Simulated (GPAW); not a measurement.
# Ga (Cmce) in GPAW: convergence with smearing function

Aim: find how far smearing function must go before the results for Ga settle, at PBE. This setting moves, with any that are tied to it; all else stays.

All numbers are computed with GPAW 26.7.0; they aren't measurements. Logs are shortened: lines on timing, memory, paths and dates and some standing lists are left out, and cuts for length are marked. The log counts tension as positive stress, the text compression.

### Step 1. The crystal as given

Symmetry: Cmce, No. 64, orthorhombic system. The conventional cell has a = 4.523 Å, b = 7.661 Å, c = 4.524 Å, α = 90.00°, β = 90.00°, γ = 90.00°. Around Ga (site symmetry m) lie 7 Ga at 2.48 to 2.79 Å.

### Step 2. With smearing function fermi-dirac

run.py reads:

```python
from ase.dft.bandgap import bandgap
from ase.io import read, write
from ase.units import GPa
from gpaw import GPAW, PW

atoms = read('Ga.xyz')

calc = GPAW(mode=PW(600),
            xc='PBE',
            kpts={'size': (5, 5, 5), 'gamma': True},
            occupations={'name': 'fermi-dirac', 'width': 0.1},
            nbands=16,
            convergence={'density': 1e-05, 'energy': 1e-05},
            maxiter=100,
            txt='gpaw.txt')
atoms.calc = calc
energy = atoms.get_potential_energy()
forces = atoms.get_forces()
stress = atoms.get_stress()
calc.write('gs.gpw')
write('result.traj', atoms)
print(f'Energy: {energy:.6f} eV')
print('Forces (eV/A):')
print(forces.round(4))
print('Stress (GPa):', (stress / GPa).round(3))
print('Fermi level:', round(calc.get_fermi_level(), 4), 'eV')
print(f'Gap: {bandgap(calc)[0]:.4f} eV, direct: {bandgap(calc, direct=True)[0]:.4f} eV')
```

Ga.xyz reads:

```xyz
4
Lattice="2.2615000000 -3.8305000000 0.0000000000 2.2615000000 3.8305000000 0.0000000000 0.0000000000 0.0000000000 4.5240000000" Properties=species:S:1:pos:R:3 pbc="T T T"
Ga     2.2615000000      1.1866889000      1.8955560000
Ga     2.2615000000      2.6438111000      4.1575560000
Ga     2.2615000000     -1.1866889000      2.6284440000
Ga     2.2615000000     -2.6438111000      0.3664440000
```

Potentials or basis: GPAW PAW data sets (gpaw-data 1.2.1), pw.

Launch:

```
OMP_NUM_THREADS=1 python run.py
```

gpaw.txt:

```text
__  _  _
 | _ |_)|_||  |
 |__||  | ||/\| - 26.7.0

Input parameters:
  mode=PW(ecut=600.0),
  convergence={'density': 1e-05, 'energy': 1e-05},
  kpts=MonkhorstPack(size=(5, 5, 5), gamma=True),
  maxiter=100,
  nbands=16,
  occupations=Occupations(name='fermi-dirac', width=0.1),
  xc=XC(name='PBE')

Diagonalizing LCAO Hamiltonian
Converting LCAO to pw mode

           Ga

        GaGa

       Ga

Atoms  # Å, Bohr magnetons
|   | symbol |        x |         y |        z |    initial magnetic moments |
|---|--------|----------|-----------|----------|-----------------------------|
| 0 |     Ga | 2.261500 |  1.186689 | 1.895556 | ( 0.0000,  0.0000,  0.0000) |
| 1 |     Ga | 2.261500 |  2.643811 | 4.157556 | ( 0.0000,  0.0000,  0.0000) |
| 2 |     Ga | 2.261500 | -1.186689 | 2.628444 | ( 0.0000,  0.0000,  0.0000) |
| 3 |     Ga | 2.261500 | -2.643811 | 0.366444 | ( 0.0000,  0.0000,  0.0000) |

Unit cell  # Å
| periodic |        x |         y |        z |  lengths |     angles |
|----------|----------|-----------|----------|----------|------------|
|      yes | 2.261500 | -3.830500 | 0.000000 | 4.448271 |  90.000000 |
|      yes | 2.261500 |  3.830500 | 0.000000 | 4.448271 |  90.000000 |
|      yes | 0.000000 |  0.000000 | 4.524000 | 4.524000 | 118.885399 |

Number of symmetries: 4
Symmetry operations  # r_c * U_cc + t_c -> r_c
|   | kind |            matrix            |
|---|------|------------------------------|
| 0 |  E   |  1, 0, 0,  0, 1, 0,  0, 0, 1 |
| 1 |  C2  |  0, 1, 0,  1, 0, 0,  0, 0,-1 |
| 2 |  σ   |  0,-1, 0, -1, 0, 0,  0, 0, 1 |
| 3 |  i   | -1, 0, 0,  0,-1, 0,  0, 0,-1 |

BZ-sampling:
  Number of BZ points: 125
  Number of IBZ points: 39

  Monkhorst-Pack size: [5, 5, 5]
  Monkhorst-Pack shift: [0, 0, 0]

K-points  # in reciprocal-cell coordinates
|     |                                coordinates |     weight |
|-----|--------------------------------------------|------------|
|   0 | (  0.00000000,   0.00000000,   0.00000000) | 0.00800000 |
|   1 | (  0.00000000,   0.00000000,   0.20000000) | 0.01600000 |
|   2 | (  0.00000000,   0.00000000,   0.40000000) | 0.01600000 |
|   3 | (  0.20000000,  -0.20000000,  -0.40000000) | 0.01600000 |
|   4 | (  0.20000000,  -0.20000000,  -0.20000000) | 0.01600000 |
|   5 | (  0.20000000,  -0.20000000,   0.00000000) | 0.01600000 |
|   6 | (  0.20000000,  -0.20000000,   0.20000000) | 0.01600000 |
|   7 | (  0.20000000,  -0.20000000,   0.40000000) | 0.01600000 |
|   8 | (  0.20000000,   0.00000000,  -0.40000000) | 0.03200000 |
|   9 | (  0.20000000,   0.00000000,  -0.20000000) | 0.03200000 |
| ... |                                            |            |
|  38 | (  0.40000000,   0.40000000,   0.40000000) | 0.03200000 |

Plane wave coefficients: 2633
Cutoff: 600.0 eV

Spin-components: 1 (collinear spins)
Bands:           16
Projectors:      20
Spin-degeneracy: 2
Datatype:        complex128

Parallelization:
  kpt:    1
  domain: 1
  band:   1

Density:
  Valence electrons: 12.0
  Components: 1
  Grid points: [27 27 27]
  Charge: 0.0  # |e|

Potential:
  Grid points: [27 27 27]

species:
  Ga:
    name:    Gallium
    Z:       31.0
    valence: 3
    core:    28
    charge:  0.0  # [|e|]
    compensation charges:
      type: gauss
      rc: 0.37  # [Å]
      lmax: 2
    cutoffs:
      filter: 2.06  # [Å]
      core: 4.17  # [Å]
    projectors
    | kind |    occ | energy [eV] | rcut [Å] |
    |------|--------|-------------|----------|
    |   4s |  2.000 |      -8.945 |    1.164 |
    |   4p |  1.000 |      -2.580 |    1.164 |
    |    s |        |      18.266 |    1.164 |
    |    p |        |      24.631 |    1.164 |
    |    d |        |       0.000 |    1.164 |

    Using partial waves for Ga as LCAO basis

Reference energy: -211538.686116  # eV

eigensolver:
  PPCG
  Converge bands: occupied
  niter=2

density mixing:
  MSR1-Mixer
  Pratt-step length: 0.05
  Maximum mixing coefficient: 0.75
  Old densities: 10
  SVD Regularization: 0.005
  Good broyden scale: 1.0
  Trust region scale: 1.0
  Backstep threshold: 4.0
  History deletion threshold: 6.0
  Fourier metric: weight=20.0, sigma=0.015

occupation numbers:
  Fermi-Dirac:
    width: 0.1000  # eV

poisson solver:
  ecut: 4800.0  # eV

xc functional:
  name: PBE with 2 nearest neighbor stencil

convergence criteria:
[... 6 lines left out ...]
|iter     | |      energy | eigst |  dens |
|---------|-|-------------|-------|-------|
|iter:   1| |  -11.623504 | -0.78 |       |
|iter:   2| |  -11.625697 | -3.14 | -0.97 |
|iter:   3| |  -11.632130 | -3.49 | -0.99 |
|iter:   4| |  -11.633683 | -4.01 | -1.48 |
|iter:   5| |  -11.633732 | -5.75 | -2.66 |
|iter:   6| |  -11.633740c| -6.97 | -3.13 |
|iter:   7| |  -11.633740c| -8.47c| -4.04 |
|iter:   8| |  -11.633740c| -9.03c| -4.96 |
|iter:   9| |  -11.633740c| -9.58c| -5.52c|

Converged in 9 steps
Energy contributions relative to reference atoms: (reference = -211538.686116)

Energy contributions:
  Kinetic:          43.687827
  Coulomb:         -35.179166
  Zero:              0.068393
  External:          0.000000
  Xc:              -20.196289
  Entropy:          -0.029012
  Spinorbit:         0.000000
  ----------------------------
  Free energy:     -11.648246
  Extrapolated:    -11.633740

dipole moment: (-0.000133, -0.000000, -0.000133)  # |e|*Ang

Fermi level: 5.648
Eigenvalues  # (at kpt = [0.000, 0.000, 0.000])
| band index |      eig [eV] | occ [0-2] |
|------------|---------------|-----------|
|          0 |        -5.350 |     2.000 |
|          1 |         1.406 |     2.000 |
|          2 |         1.966 |     2.000 |
|          3 |         3.913 |     2.000 |
|          4 |         3.964 |     2.000 |
|          5 |         4.888 |     1.999 |
|          6 |         6.571 |     0.000 |
|          7 |         6.616 |     0.000 |
|          8 |         6.709 |     0.000 |
|          9 |        10.774 |     0.000 |
|         10 |        11.082 |     0.000 |
|         11 |        12.273 |     0.000 |
|         12 |        12.468 |     0.000 |
|         13 |        13.050 |     0.000 |
|        ... |               |           |
|         15 |        14.115 |     0.000 |

No gap
No difference between direct/indirect transitions

Forces  # eV/Ang
|       x |        y |        z |
|---------|----------|----------|
| 0.00000 |  0.11750 | -0.03677 |  # Ga   0
| 0.00000 | -0.11750 | -0.03678 |  # Ga   1
| 0.00000 | -0.11750 |  0.03677 |  # Ga   2
| 0.00000 |  0.11750 |  0.03678 |  # Ga   3

Stress tensor  # eV/Ang^3
|         x |         y |         z |
|-----------|-----------|-----------|
| -0.015217 |  0.000000 |  0.000000 |
|  0.000000 | -0.016707 |  0.000000 |
|  0.000000 |  0.000000 | -0.013242 |

# Writing to gs.gpw (mode='')
```

stdout:

```text
Energy: -11.633740 eV
Forces (eV/A):
[[ 0.      0.1175 -0.0368]
 [ 0.     -0.1175 -0.0368]
 [ 0.     -0.1175  0.0368]
 [ 0.      0.1175  0.0368]]
Stress (GPa): [-2.438 -2.677 -2.122  0.     0.     0.   ]
Fermi level: 5.6481 eV
Gap: 0.0000 eV, direct: 0.0000 eV
```

Wall time 28 s (1 thread of Arm Neoverse V1, shared host); peak memory 0.2 GiB.

Results:

```
Free energy            : -11.6482 eV
Pressure               : 2.4 GPa
Largest force          : 0.123 eV/Å
Band gap on the k mesh : none (metal or under the smearing width)
```

### Step 3. With smearing function gaussian

run.py: that of step 2 with these lines changed.

```diff
@@ -10,3 +10,3 @@
             kpts={'size': (5, 5, 5), 'gamma': True},
-            occupations={'name': 'fermi-dirac', 'width': 0.1},
+            occupations={'name': 'methfessel-paxton', 'order': 0, 'width': 0.1},
             nbands=16,
```

Ga.xyz is that of step 2.

Potentials or basis: GPAW PAW data sets (gpaw-data 1.2.1), pw.

Launch:

```
OMP_NUM_THREADS=1 python run.py
```

Wall time 27 s (1 thread of Arm Neoverse V1, shared host); peak memory 0.21 GiB.

It converged, with:

```yaml
Free_energy: -11.6343 eV
Pressure: 2.4 GPa
Largest_force: 0.111 eV/Å
Band_gap_on_the_k_mesh: none (metal or under the smearing width)
```

### Step 4. With smearing function marzari-vanderbilt

run.py: that of step 3 with these lines changed.

```diff
@@ -10,3 +10,3 @@
             kpts={'size': (5, 5, 5), 'gamma': True},
-            occupations={'name': 'methfessel-paxton', 'order': 0, 'width': 0.1},
+            occupations={'name': 'marzari-vanderbilt', 'width': 0.1},
             nbands=16,
```

Ga.xyz is that of step 3.

Launch:

```
OMP_NUM_THREADS=1 python run.py
```

It took 27 s on 1 thread of Arm Neoverse V1, shared host; peak memory 0.2 GiB.

The run converged. Its results:

```
Free energy            : -11.6311 eV
Pressure               : 2.4 GPa
Largest force          : 0.102 eV/Å
Band gap on the k mesh : none (metal or under the smearing width)
```

### Step 5. With smearing function methfessel-paxton

run.py: that of step 4 with these lines changed.

```diff
@@ -10,3 +10,3 @@
             kpts={'size': (5, 5, 5), 'gamma': True},
-            occupations={'name': 'marzari-vanderbilt', 'width': 0.1},
+            occupations={'name': 'methfessel-paxton', 'width': 0.1, 'order': 1},
             nbands=16,
```

Ga.xyz is that of step 4.

Launch:

```
OMP_NUM_THREADS=1 python run.py
```

Wall time 27 s (1 thread of Arm Neoverse V1, shared host); peak memory 0.2 GiB.

It converged, with:

```
Free energy            : -11.6309 eV
Pressure               : 2.4 GPa
Largest force          : 0.098 eV/Å
Band gap on the k mesh : none (metal or under the smearing width)
```

### Step 6. With smearing function tetrahedron-method

run.py: that of step 5 with these lines changed.

```diff
@@ -10,3 +10,3 @@
             kpts={'size': (5, 5, 5), 'gamma': True},
-            occupations={'name': 'methfessel-paxton', 'width': 0.1, 'order': 1},
+            occupations={'name': 'tetrahedron-method'},
             nbands=16,
```

Ga.xyz is that of step 5.

Potentials or basis: GPAW PAW data sets (gpaw-data 1.2.1), pw.

Launch:

```
OMP_NUM_THREADS=1 python run.py
```

Wall time 27 s (1 thread of Arm Neoverse V1, shared host); peak memory 0.21 GiB.

The run converged. Its results:

```
Free energy            : -11.5970 eV
Pressure               : 2.6 GPa
Largest force          : 0.071 eV/Å
Band gap on the k mesh : none (metal or under the smearing width)
```

### Step 7. With smearing function improved-tetrahedron-method

run.py: that of step 6 with these lines changed.

```diff
@@ -10,3 +10,3 @@
             kpts={'size': (5, 5, 5), 'gamma': True},
-            occupations={'name': 'tetrahedron-method'},
+            occupations={'name': 'improved-tetrahedron-method'},
             nbands=16,
```

Ga.xyz is that of step 6.

Launch:

```
OMP_NUM_THREADS=1 python run.py
```

It took 27 s on 1 thread of Arm Neoverse V1, shared host; peak memory 0.2 GiB.

Results (log left out):

| Property | Result |
| --- | --- |
| Free energy | -11.6362 eV |
| Pressure | 2.5 GPa |
| Largest force | 0.071 eV/Å |
| Band gap on the k mesh | none (metal or under the smearing width) |

### Step 8. Summary

```tsv
smearing function	energy less the tightest run, at zero smearing (meV/atom)	pressure (GPa)	largest force (eV/Å)	SCF cycles	CPU time (s)	peak memory (GiB)
fermi-dirac	0.62	2.41	0.123	9	28	0.2
gaussian	1.32	2.38	0.111	9	27	0.21
marzari-vanderbilt	1.29	2.38	0.102	9	27	0.2
methfessel-paxton	1.49	2.37	0.098	9	27	0.2
tetrahedron-method	9.81	2.56	0.071	9	27	0.21
improved-tetrahedron-method	0.00	2.48	0.071	9	27	0.2
```

Against the tightest run, the pressure stays within 0.1 GPa from tetrahedron-method on; the largest force stays within 0.005 eV/Å from tetrahedron-method on. Not settled before the last step: the energy (to 1 meV/atom). Narrower smearing needs a denser k mesh, so at a fixed mesh the narrowest width isn't the most accurate. The tightest run that finished is the yardstick and may itself not be fully converged.
